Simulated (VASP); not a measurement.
Set up this calculation in VASP 6.6.1, as the native input.

| Item | Value |
| --- | --- |
| Task | single point |
| Functional | r2SCAN |
| Potentials or basis | VASP PAW PBE potentials, release 64 (Si) |
| Cutoff | 520 eV |
| k mesh | 18 × 18 × 10 |
| Occupations | gaussian, width 0.1 eV |
| Spin | no spin polarisation |
| Dipole correction | no |
| Further INCAR settings | ALGO = Normal; EDIFF = 1e-06; NBANDS = 11 |

Si:

```
CELL_PARAMETERS angstrom
2.63919 0.00000 0.00000
-1.31960 2.28561 0.00000
0.00000 0.00000 4.55316
ATOMIC_POSITIONS crystal
Si 0.33333 0.66667 0.25000
Si 0.66667 0.33333 0.75000
```

This isn't the form of Si at room conditions, which is diamond.

One way to write it, as run:

POSCAR

```
Si
1.0
    2.6391949451      0.0000000000      0.0000000000
   -1.3195974725      2.2856098680      0.0000000000
    0.0000000000      0.0000000000      4.5531572749
Si
2
Direct
    0.3333333333      0.6666666667      0.2500000000
    0.6666666667      0.3333333333      0.7500000000
```

INCAR.step1

```
SYSTEM = Si
PREC = Accurate
ENCUT = 520
ISMEAR = 0
SIGMA = 0.1
LREAL = .False.
LASPH = .True.
NELM = 100
NBANDS = 11
GGA = PE
ALGO = Normal
EDIFF = 1E-4
LWAVE = .True.
LCHARG = .False.
```

INCAR.step2

```
SYSTEM = Si
PREC = Accurate
ENCUT = 520
EDIFF = 1E-6
ISMEAR = 0
SIGMA = 0.1
LREAL = .False.
LASPH = .True.
NELM = 100
ALGO = Normal
ISIF = 2
LWAVE = .False.
LCHARG = .False.
METAGGA = R2SCAN
LMIXTAU = .True.
NBANDS = 11
ISTART = 1
```

KPOINTS

```
Automatic mesh
0
Gamma
  18 18 10
  0 0 0
```

Potentials or basis: VASP PAW PBE potentials, release 64 (Si).

Command:

```console
$ cat potpaw_PBE.64/Si/POTCAR > POTCAR
$ cp INCAR.step1 INCAR
$ mpirun -np 1 vasp_std > vasp.out
$ cp INCAR.step2 INCAR
$ mpirun -np 1 vasp_std > vasp.out
```

It gave:

* Pressure: 0.0 GPa
* Band gap on the k mesh: none (metal or under the smearing width)

Caveat: the PAW data sets were made with another functional, which shifts forces and pressure a little.

Wall time 90 s on 1 thread of Intel(R) Xeon(R) Platinum 8559C (Emerald Rapids) (shared host), peak memory 0.17 GiB.
